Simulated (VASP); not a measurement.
# MgO: kernels and solvers of the Casida equation on one ground state

MgO, Fm-3m (no. 225), 2 atoms in the cell. PBE, TDDFT by the Casida equation; PAW potentials Mg_GW, O_GW (PBE set).

## Input

INCAR.step1:
```
SYSTEM = MgO
PREC = Accurate
ENCUT = 420
ISMEAR = 0
SIGMA = 0.02
EDIFF = 1E-7
LASPH = .TRUE.
KPAR = 4
LWAVE = .TRUE.
LCHARG = .FALSE.
LOPTICS = .TRUE.
ALGO = Normal
NBANDS = 16
NEDOS = 2000
CSHIFT = 0.1
GGA = PE
```

INCAR.step2:
```
SYSTEM = MgO
PREC = Accurate
ENCUT = 420
ISMEAR = 0
SIGMA = 0.02
EDIFF = 1E-7
LASPH = .TRUE.
KPAR = 4
LWAVE = .FALSE.
LCHARG = .FALSE.
ALGO = TDHF
NBANDS = 16
NBANDSO = 4
NBANDSV = 4
IBSE = 2
NBSEEIG = 4
LHARTREE = .TRUE.
LADDER = .FALSE.
LFXC = .TRUE.
ENCUTGW = 150
GGA = PE
PRECFOCK = Fast
ANTIRES = 0
OMEGAMAX = 25
CSHIFT = 0.15
NOMEGA = 1000
ISTART = 1
```

INCAR.step3, as INCAR.step2 but for:
```
- ANTIRES = 0
+ ANTIRES = 1
```

INCAR.step4 changes the same tag again: ANTIRES = 2.

INCAR.step5, as INCAR.step4 but for:
```
- LHARTREE = .TRUE.
- LFXC = .TRUE.
- ANTIRES = 2
+ LHARTREE = .FALSE.
+ LFXC = .FALSE.
+ ANTIRES = 0
```

INCAR.step6, as INCAR.step5 but for:
```
- LHARTREE = .FALSE.
- ANTIRES = 0
+ LHARTREE = .TRUE.
+ ANTIRES = 2
```

INCAR.step7, as INCAR.step6 but for:
```
- IBSE = 2
- LFXC = .FALSE.
- ANTIRES = 2
+ IBSE = 3
+ LFXC = .TRUE.
+ ANTIRES = 0
+ BSEPREC = High
```

INCAR.step8, as INCAR.step7 but for:
```
- IBSE = 3
- BSEPREC = High
+ IBSE = 1
```

INCAR.step9, as INCAR.step8 but for:
```
- IBSE = 1
+ IBSE = 0
```

INCAR.step10, as INCAR.step9 but for:
```
- KPAR = 4
```

KPOINTS:
```
k-points
0
Gamma
  6 6 6
```

POSCAR:
```
MgO
1.0
    0.0000000000      2.0970013927      2.0970013927
    2.0970013927      0.0000000000      2.0970013927
    2.0970013927      2.0970013927      0.0000000000
Mg O
1 1
Direct
    0.0000000000      0.0000000000      0.0000000000
    0.5000000000      0.5000000000      0.5000000000
```

Commands (each step's output is kept before the next begins):
```
cat potpaw_PBE.64/Mg_GW/POTCAR potpaw_PBE.64/O_GW/POTCAR > POTCAR
cp INCAR.step1 INCAR
mpirun -np 4 vasp_std > vasp.out
cp INCAR.step2 INCAR
mpirun -np 4 vasp_std > vasp.out
cp INCAR.step3 INCAR
mpirun -np 4 vasp_std > vasp.out
cp INCAR.step4 INCAR
mpirun -np 4 vasp_std > vasp.out
cp INCAR.step5 INCAR
mpirun -np 4 vasp_std > vasp.out
cp INCAR.step6 INCAR
mpirun -np 4 vasp_std > vasp.out
cp INCAR.step7 INCAR
mpirun -np 4 vasp_std > vasp.out
cp INCAR.step8 INCAR
mpirun -np 4 vasp_std > vasp.out
cp INCAR.step9 INCAR
mpirun -np 4 vasp_std > vasp.out
cp INCAR.step10 INCAR
mpirun -np 1 vasp_std > vasp.out
```

## Result

- Direct gap on the mesh (eV): 4.84
- Gap on the mesh (eV): 4.84
- Bands: 16

One ground state, settings moved in the last step alone:

| Settings | ε at zero frequency | First excitation (eV) | First bright (eV) | Time (s) |
|---|---|---|---|---|
| LOPTICS | 3.17 | – | – | 4 |
| full kernel, Tamm-Dancoff | 2.99 | 4.847 | 4.847 | 17 |
| full kernel, ANTIRES 1 | 2.97 | 4.851 | 4.851 | 17 |
| full kernel, ANTIRES 2 | 2.97 | 4.847 | 4.847 | 30 |
| independent particles | 3.01 | 4.843 | 4.843 | 9 |
| RPA: Hartree term alone, ANTIRES 2 | 2.88 | 4.849 | 4.849 | 28 |
| Lanczos (IBSE 3) | 2.99 | – | – | 12 |
| time evolution (IBSE 1) | 2.97 | – | – | 35 |
| KPAR with the old driver (IBSE 0) | – | – | – | no result |
| old driver (IBSE 0) on one core | 2.99 | 4.847 | 4.847 | 46 |

Make-up of the lowest excitation, one of several of nearly equal energy, so its shares depend on the choice among them:

| k point | From band | To band | Share |
|---|---|---|---|
| 0.000 0.000 0.000 | 2 | 5 | 1.00 |
| 0.000 0.000 0.000 | 3 | 5 | 0.00 |
| 0.000 0.000 0.000 | 4 | 5 | 0.00 |
| 0.000 0.000 0.167 | 3 | 5 | 0.00 |
| 0.000 0.000 -0.167 | 3 | 5 | 0.00 |
| 0.167 0.000 0.000 | 3 | 5 | 0.00 |

Limits: The 6×6×6 mesh is coarse for a spectrum: peaks stand apart that a denser mesh merges; the pairs hold 4 valence and 4 conduction bands, and what lies beyond is missing from ε.

VASP 6.6.1 took 201 s on 4 cores (Intel Xeon Platinum 8259CL @ 2.50GHz (Skylake/Cascade Lake)), a shared host.
